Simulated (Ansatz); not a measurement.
A crystal relaxed with r2SCAN in the plane-wave code Ansatz has space group I-42m (No. 121) and a = 5.404 Å, c = 10.854 Å.

| atom | site | x | y | z |
| --- | --- | --- | --- | --- |
| Cu | 4d | 0.0000 | 0.5000 | 0.2500 |
| Zn | 2a | 0.0000 | 0.0000 | 0.0000 |
| Xx | 2b | 0.5000 | 0.5000 | 0.0000 |
| S | 8i | 0.7576 | 0.7576 | 0.1329 |

r2SCAN gives a direct gap of 0.33 eV at Γ. With HSE06 the gap is 1.16 eV and direct, at Γ. The PBE gap is direct at Γ: 0.06 eV. (With 0.02 eV of smearing so small a gap leaves both edges partly filled, and it could close between the points sampled.) Meshes: r2SCAN 6×6×6, HSE06 4×4×4, PBE 6×6×6.

Q: Which element is Xx?
A. Si
B. Ge
C. Zr
D. Sn

A: D. Xx is Sn: Cu2ZnSnS4 in the stannite structure. Around Cu lie 4 S at 2.30 Å; around Zn lie 4 S at 2.35 Å; around Sn lie 4 S at 2.44 Å; around S lie 2 Cu at 2.30 Å and 1 Zn at 2.35 Å and 1 Sn at 2.44 Å.

Values at 0 K without nuclear motion; spin polarisation is off, and the phase may be a hypothetical one.

No spin-orbit coupling is included; it can move band edges with weight on the heavy atoms by tenths of an eV.

The meshes of the hybrids are coarse, so their gaps aren't converged to the digits shown.
